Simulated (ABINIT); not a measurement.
A run of ABINIT 10.8.3 (patched build):

File run.abi:

```
# Pseudopotentials
pp_dirpath "./"
pseudos "Pt.GGA_PBE-JTH.xml, Se.GGA_PBE-JTH.xml"

# Structure
acell 3.724 3.724 5.062 Angstrom
rprim
     1.0000000000     0.0000000000     0.0000000000
    -0.5000000000     0.8660254038     0.0000000000
     0.0000000000     0.0000000000     1.0000000000
ntypat 2
znucl 78 34
natom 3
typat 1 2 2
xred
     0.0000000000     0.0000000000     0.0000000000
     0.6666666667     0.3333333333     0.7500000000
     0.3333333333     0.6666666667     0.2500000000

# Plane-wave basis
ecut 20.0
pawecutdg 40.0

# k points
kptopt 1
ngkpt 5 5 3
nshiftk 1
shiftk 0.0 0.0 0.0

# Exchange and correlation
ixc -116133

# Bands and occupations
nband 15
occopt 3
tsmear 0.05 eV

# SCF cycle
nstep 100
tolvrs 1.0e-9

# Output
iomode 3
prtwf 0
prtden 0
prteig 0
prtebands 0
```

Potentials or basis: JTH PAW PBE v2.0.

Launch:

```sh
$ abinit run.abi > log 2>&1
```

Hardware: 1 thread of Arm Neoverse V1 (shared host).

How long does it take, and how much memory?

It took 33 s on 1 thread of Arm Neoverse V1, with other jobs on the host, peak memory 0.12 GiB. Counts: scf iterations 19, mpi ranks 1, k points 12, bands 15, plane waves 1777.
